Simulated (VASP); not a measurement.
# BAs (F-43m) in VASP: density of states with PBE

Aim: the density of states of BAs with PBE.

Program: VASP 6.6.1. These are calculated values, not measurements. Logs are shortened: lines on timing, memory, paths and dates and some standing lists are left out, and cuts for length are marked.

**1. The crystal as given**

It takes space group F-43m (No. 216, cubic). The conventional cell has a = 4.777 Å, b = 4.777 Å, c = 4.777 Å, α = 90.00°, β = 90.00°, γ = 90.00°. Around B (site symmetry -43m) lie 4 As at 2.07 Å. Around As (site symmetry -43m) lie 4 B at 2.07 Å.

**2. Density of states, PBE**

POSCAR

```
BAs
1.0
    0.0000000000      2.3885000000      2.3885000000
    2.3885000000      0.0000000000      2.3885000000
    2.3885000000      2.3885000000      0.0000000000
B As
1 1
Direct
    0.0000000000      0.0000000000      0.0000000000
    0.2500000000      0.2500000000      0.2500000000
```

INCAR.step1

```
SYSTEM = BAs
PREC = Accurate
ENCUT = 520
EDIFF = 1E-6
ISMEAR = 0
SIGMA = 0.01
LREAL = .False.
LASPH = .True.
NELM = 100
ALGO = Normal
ISIF = 2
LWAVE = .False.
LCHARG = .True.
GGA = PE
NBANDS = 11
```

KPOINTS.step1

```
Automatic mesh
0
Gamma
  7 7 7
  0 0 0
```

INCAR.step2

```
SYSTEM = BAs
PREC = Accurate
ENCUT = 520
EDIFF = 1E-6
ISMEAR = -5
SIGMA = 0.01
LREAL = .False.
LASPH = .True.
NELM = 100
ALGO = Normal
ISIF = 2
LWAVE = .False.
LCHARG = .False.
GGA = PE
LORBIT = 10
NBANDS = 11
NEDOS = 2001
ICHARG = 11
```

KPOINTS.step2

```
Automatic mesh
0
Gamma
  11 11 11
  0 0 0
```

Potentials or basis: VASP PAW PBE potentials, release 64 (B, As).

On the command line:

```
$ cat potpaw_PBE.64/B/POTCAR potpaw_PBE.64/As/POTCAR > POTCAR
$ cp INCAR.step1 INCAR
$ cp KPOINTS.step1 KPOINTS
$ mpirun -np 1 vasp_std > vasp.out
$ cp INCAR.step2 INCAR
$ cp KPOINTS.step2 KPOINTS
$ mpirun -np 1 vasp_std > vasp.out
```

OUTCAR:

```text
SYSTEM = BAs
   PREC = Accurate
   ENCUT = 520
   EDIFF = 1E-6
   ISMEAR = -5
   LREAL = .False.
   LASPH = .True.
   NELM = 100
   ISIF = 2
   GGA = PE
   LORBIT = 10
   ICHARG = 11

 ion  position               nearest neighbor table
   1  0.000  0.000  0.000-   2 2.07   2 2.07   2 2.07   2 2.07
   2  0.250  0.250  0.250-   1 2.07   1 2.07   1 2.07   1 2.07

  LATTYP: Found a face centered cubic cell.
 ALAT       =     4.7770000000

  Lattice vectors:

 A1 = (   0.0000000000,   2.3885000000,   2.3885000000)
 A2 = (   2.3885000000,   0.0000000000,   2.3885000000)
 A3 = (   2.3885000000,   2.3885000000,   0.0000000000)

Analysis of symmetry for initial positions (statically):
=====================================================================
 Subroutine PRICEL returns:
 Original cell was already a primitive cell.

 Routine SETGRP: Setting up the symmetry group for a
 face centered cubic supercell.

 Subroutine GETGRP returns: Found 24 space group operations
 (whereof 24 operations were pure point group operations)
 out of a pool of 48 trial point group operations.

The static configuration has the point symmetry T_d .

Analysis of symmetry for dynamics (positions and initial velocities):
=====================================================================
 Subroutine PRICEL returns:
 Original cell was already a primitive cell.

 Routine SETGRP: Setting up the symmetry group for a
 face centered cubic supercell.

 Subroutine GETGRP returns: Found 24 space group operations
 (whereof 24 operations were pure point group operations)
 out of a pool of 48 trial point group operations.

The dynamic configuration has the point symmetry T_d .

 Subroutine INISYM returns: Found 24 space group operations
 (whereof 24 operations are pure point group operations),
 and found     1 'primitive' translations

----------------------------------------------------------------------------------------

                                     Primitive cell

  volume of cell :      27.2525

  direct lattice vectors                    reciprocal lattice vectors
     0.000000000  2.388500000  2.388500000    -0.209336404  0.209336404  0.209336404
     2.388500000  0.000000000  2.388500000     0.209336404 -0.209336404  0.209336404
     2.388500000  2.388500000  0.000000000     0.209336404  0.209336404 -0.209336404

  length of vectors
     3.377849094  3.377849094  3.377849094     0.362581287  0.362581287  0.362581287

  position of ions in fractional coordinates (direct lattice)
     0.000000000  0.000000000  0.000000000
     0.250000000  0.250000000  0.250000000

  ion indices of the primitive-cell ions
   primitive index   ion index
                 1           1
                 2           2

----------------------------------------------------------------------------------------

 KPOINTS: Automatic mesh

Automatic generation of k-mesh.
 Grid dimensions read from file:
 generate k-points for:   11   11   11

 Generating k-lattice:

  Cartesian coordinates                     Fractional coordinates (reciprocal lattice)
    -0.019030582  0.019030582  0.019030582     0.090909091  0.000000000  0.000000000
     0.019030582 -0.019030582  0.019030582     0.000000000  0.090909091  0.000000000
     0.019030582  0.019030582 -0.019030582     0.000000000  0.000000000  0.090909091

  Length of vectors
     0.032961935  0.032961935  0.032961935

  Shift w.r.t. Gamma in fractional coordinates (k-lattice)
     0.000000000  0.000000000  0.000000000

 TETIRR: Found    201 inequivalent tetrahedra from     7986

 Subroutine IBZKPT returns following result:
 ===========================================

 Found     56 irreducible k-points:

 Following reciprocal coordinates:
            Coordinates               Weight
  0.000000  0.000000  0.000000      1.000000
  0.090909  0.000000  0.000000      8.000000
  0.181818  0.000000  0.000000      8.000000
  0.272727  0.000000  0.000000      8.000000
  0.363636  0.000000  0.000000      8.000000
  0.454545  0.000000  0.000000      8.000000
[... 16 lines left out ...]
 -0.272727  0.181818  0.000000     24.000000
 -0.181818  0.181818  0.000000     12.000000
 [... further k-points ...]
   k-points           NKPTS =     56   k-points in BZ     NKDIM =     56   number of bands    NBANDS=     11
   number of dos      NEDOS =   2001   number of ions     NIONS =      2
   total plane-waves  NPLWV =  21952
   dimension x,y,z NGX =    28 NGY =   28 NGZ =   28
   dimension x,y,z NGXF=    56 NGYF=   56 NGZF=   56
   ions per type =               1   1
   NGX,Y,Z   is equivalent  to a cutoff of  13.78, 13.78, 13.78 a.u.
   NGXF,Y,Z  is equivalent  to a cutoff of  27.56, 27.56, 27.56 a.u.
 SYSTEM =  BAs
   PREC   = accura    normal or accurate (medium, high low for compatibility)
   ISTART =      0    job   : 0-new  1-cont  2-samecut
   ICHARG =     11    charge: 1-file 2-atom 10-const
   ISPIN  =      1    spin polarized calculation?
   LNONCOLLINEAR =      F non collinear calculations
   LSORBIT =      F    spin-orbit coupling
   LASPH  =      T    aspherical Exc in radial PAW
   ENCUT  =  520.0 eV  38.22 Ry    6.18 a.u.   6.28  6.28  6.28*2*pi/ulx,y,z
   NELM   =    100;   NELMIN=  2; NELMDL=  0     # of ELM steps
   EDIFF  = 0.1E-05   stopping-criterion for ELM
   LREAL  =      F    real-space projection
   EDIFFG = 0.1E-04   stopping-criterion for IOM
   NSW    =      0    number of steps for IOM
   IBRION =     -1    ionic relax: 0-MD 1-quasi-New 2-CG
   NFREE  =      0    steps in history (QN), initial steepest desc. (CG)
   ISIF   =      2    stress and relaxation
   ISYM   =      2    0-nonsym 1-usesym 2-fastsym
   POTIM  = 0.5000    time-step for ionic-motion
   TEBEG  =    0.0;   TEEND  =   0.0 temperature during run
   PSTRESS=    0.0 pullay stress
   NELECT =       8.0000    total number of electrons
   NUPDOWN=      -1.0000    fix difference up-down
   EMIN   =  10.00;   EMAX   =-10.00  energy-range for DOS
   EFERMI =   0.00;   METHOD = LEGACY
   ISMEAR =    -5;   SIGMA  =   0.01  broadening in eV -4-tet -1-fermi 0-gaus
   EFERMI_NEDOS =   21; number of points for ismear=-14 and -15
   IALGO  =     38    algorithm
   IMIX   =      4    mixing-type and parameters
     AMIX     =   0.40;   BMIX     =  1.00
     AMIX_MAG =   1.60;   BMIX_MAG =  1.00
  volume/ion in A,a.u.               =      13.63        91.95
  Fermi-wavevector in a.u.,A,eV,Ry     =   1.088018  2.056057 16.106360  1.183784
  Thomas-Fermi vector in A             =   2.224191
   LORBIT       =     10    0 simple, 1 ext, 2 COOP (PROOUT), +10 PAW based schemes
   GGA     = PE    functional components
   LHFCALC =     F    Hartree Fock is set to
   AEXX    =    0.0000 exact exchange contribution
   IVDW    =     0    specifies the selected vdW correction
   LEPSILON=     F    determine dielectric tensor
   LRPA    =     F    only Hartree local field effects (RPA)
 non-spin polarized calculation
 Fermi weights with tetrahedron method with Bloechl corrections
  energy-cutoff  :      520.00
  volume of cell :       27.25
 maximum number of plane-waves:       751
 NGX is ok and might be reduce to    28

 number of electron       8.0000000 magnetization

 Free energy of the ion-electron system (eV)
  ---------------------------------------------------
  ext. energy  EPLUGINS =         0.00000000
  ---------------------------------------------------
  free energy    TOTEN  =       -11.40483931 eV

  energy without entropy =      -11.40483931  energy(sigma->0) =      -11.40483931

 E-fermi :   6.1324     XC(G=0): -10.5830

 val. band max:        6.1304812254   @ k =   0.0000   0.0000   0.0000
 cond. band min:       7.3317669768   @ k =   0.3636   0.3636   0.0000
 fundamental gap:      1.2012857515
 Fermi energy:         6.1324073049

 k-point     1 :       0.0000    0.0000    0.0000
  band No.  band energies     occupation
      1      -9.2732      2.00000
      2       6.1305      2.00000
      3       6.1305      2.00000
      4       6.1305      2.00000
      5       9.4021      0.00000
      6       9.4021      0.00000
      7       9.4021      0.00000
      8      10.8156      0.00000
      9      15.7111      0.00000
     10      19.0773      0.00000
     11      19.0773      0.00000

 k-point     2 :       0.0909    0.0000    0.0000
  band No.  band energies     occupation
      1      -9.1374      2.00000
      2       4.9317      2.00000
      3       5.8747      2.00000
      4       5.8747      2.00000
      5       9.5535      0.00000
      6       9.7386      0.00000
      7       9.7386      0.00000
      8      11.5499      0.00000
      9      16.2532      0.00000
     10      18.1178      0.00000
     11      18.1178      0.00000

 k-point     3 :       0.1818    0.0000    0.0000
  band No.  band energies     occupation
      1      -8.7355      2.00000
      2       2.8055      2.00000
      3       5.3589      2.00000
      4       5.3589      2.00000
      5       9.3878      0.00000
      6      10.3967      0.00000
      7      10.3967      0.00000
      8      13.0238      0.00000
      9      17.2556      0.00000
     10      17.3437      0.00000
     11      17.3437      0.00000
[... 267 lines left out ...]
 k-point    23 :      -0.2727    0.1818    0.0000
  band No.  band energies     occupation
      1      -7.1138      2.00000
      2      -0.3811      2.00000
      3       1.8839      2.00000
      4       4.4725      2.00000
      5       9.8539      0.00000
      6      11.6496      0.00000
      7      12.0939      0.00000
      8      13.8660      0.00000
      9      16.4615      0.00000
     10      18.5668      0.00000
     11      21.0691      0.00000

 k-point    24 :      -0.1818    0.1818    0.0000
  band No.  band energies     occupation
      1      -7.8709      2.00000
      2       1.1511      2.00000
      3       2.4736      2.00000
      4       5.0631      2.00000
      5      10.1138      0.00000
      6      10.9303      0.00000
      7      11.8065      0.00000
      8      13.1116      0.00000
      9      15.9673      0.00000
     10      18.5769      0.00000
     11      19.7245      0.00000

 [... further k-points ...]
[... 5 lines left out ...]
  --------------------------------------------------------------------------------------
  -------------------------------------------------------------------------------------
  Total        0.5740189      0.5740189      0.5740189     -0.0000000      0.0000000      0.0000000
  in kB       33.7466794     33.7466794     33.7466794     -0.0000000      0.0000000      0.0000000
  external PRESSURE =      33.7466794 kB  Pullay stress =       0.0000000 kB

 VOLUME and BASIS-vectors are now :
 -----------------------------------------------------------------------------
  energy-cutoff  :      520.00
  volume of cell :       27.25
      direct lattice vectors                 reciprocal lattice vectors
     0.000000000  2.388500000  2.388500000    -0.209336404  0.209336404  0.209336404
     2.388500000  0.000000000  2.388500000     0.209336404 -0.209336404  0.209336404
     2.388500000  2.388500000  0.000000000     0.209336404  0.209336404 -0.209336404

 POSITION                                       TOTAL-FORCE (eV/Angst)
 -----------------------------------------------------------------------------------
      0.00000      0.00000      0.00000        -0.000000     -0.000000     -0.000000
      1.19425      1.19425      1.19425         0.000000      0.000000      0.000000
 -----------------------------------------------------------------------------------
    total drift:                               -0.000000     -0.000000     -0.000000

  FREE ENERGIE OF THE ION-ELECTRON SYSTEM (eV)
  ---------------------------------------------------
  free  energy   TOTEN  =       -11.4048393123 eV

  energy  without entropy=      -11.4048393123  energy(sigma->0) =      -11.40483931

 total charge

# of ion       s       p       d       tot
------------------------------------------
    1        0.660   1.180   0.000   1.840
    2        1.173   1.662   0.088   2.923
--------------------------------------------------
tot          1.832   2.842   0.088   4.763
```

Wall time 12 s (1 thread of Intel Xeon Platinum 8488C (Sapphire Rapids), shared host); peak memory 0.15 GiB.

Results:

```yaml
Valence_electrons_inside_the_program's_atomic_spheres: B 1.84; As 2.92
```

Levels at points of the mesh, in eV from the valence-band top:
| k point | band 1 | band 2 | band 3 | band 4 | band 5 | band 6 | band 7 | band 8 | band 9 |
| --- | --- | --- | --- | --- | --- | --- | --- | --- | --- |
| (0.00, 0.00, 0.00) | -15.40 | 0.00 | 0.00 | 0.00 | 3.27 | 3.27 | 3.27 | 4.69 | 9.58 |

States per cell in windows of 1 eV (zero at the valence-band top; states under -8 eV left out):
```csv
from (eV),total,As2_p,B1_p,B1_s,As2_d,As2_s,B1_d
-8.0,0.74,0.15,0.04,0.17,0.01,0.05,0.00
-7.0,0.30,0.07,0.03,0.05,0.00,0.03,0.00
-6.0,0.77,0.20,0.12,0.04,0.01,0.03,0.00
-5.0,0.92,0.26,0.18,0.04,0.01,0.02,0.00
-4.0,1.10,0.33,0.25,0.03,0.02,0.02,0.00
-3.0,0.98,0.30,0.25,0.01,0.02,0.01,0.00
-2.0,0.56,0.18,0.15,0.01,0.01,0.00,0.00
-1.0,0.13,0.04,0.04,0.00,0.00,0.00,0.00
0.0,0.00,0.00,0.00,0.00,0.00,0.00,0.00
1.0,0.15,0.01,0.02,0.01,0.01,0.01,0.00
2.0,0.66,0.05,0.09,0.04,0.06,0.04,0.00
3.0,1.35,0.10,0.23,0.11,0.11,0.12,0.00
4.0,1.03,0.17,0.16,0.07,0.08,0.04,0.00
5.0,1.18,0.19,0.21,0.07,0.09,0.05,0.00
6.0,1.05,0.18,0.22,0.06,0.08,0.04,0.00
7.0,0.91,0.17,0.20,0.05,0.07,0.02,0.00
```
